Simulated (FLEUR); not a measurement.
Runs of FLEUR MaX-R8.1 (later development tree) on NaF (Villiaumite). The structure is cubic, space group Fm-3m (No. 225). The conventional cell has a = 4.640 Å, b = 4.640 Å, c = 4.640 Å, α = 90.00°, β = 90.00°, γ = 90.00°. Na (site symmetry m-3m) is surrounded by 6 F at 2.32 Å. F (site symmetry m-3m) has 6 Na at 2.32 Å as nearest neighbours. 

```tsv
task	level	gmax	muffin-tin radii	max iterations	mixing factor	mixer	kmax	gap on the mesh (eV)	V0 of scaled cells (Å³/atom)	B0 (GPa)
equation of state	PBEsol	14.4 1/bohr	Na 2.11, F 1.83 bohr	-	-	-	4.64 1/bohr	-	(a)	49
equation of state	r2SCAN	14.4 1/bohr	Na 2.11, F 1.83 bohr	-	-	-	4.64 1/bohr	-	12.10	51
band structure	PBEsol	13.9 1/bohr	Na 2.18, F 1.89 bohr	60	0.05	Anderson	4.5 1/bohr	6.15	-	-
single point	PBEsol	14.4 1/bohr	Na 2.11, F 1.83 bohr	60	0.05	Anderson	4.64 1/bohr	6.15	-	-
```

Alike in all rows: potentials or basis all-electron, FLAPW; no spin polarisation; cell as given; k mesh 10 × 10 × 10; smearing fermi-dirac 0.05 eV.

Fill in the values left out.

(a) 12.40.

Caveats: the meta-GGA is that of a development version, with a GGA for the radial functions and cores and without core tails (some runs).

A k mesh can miss the band edges.
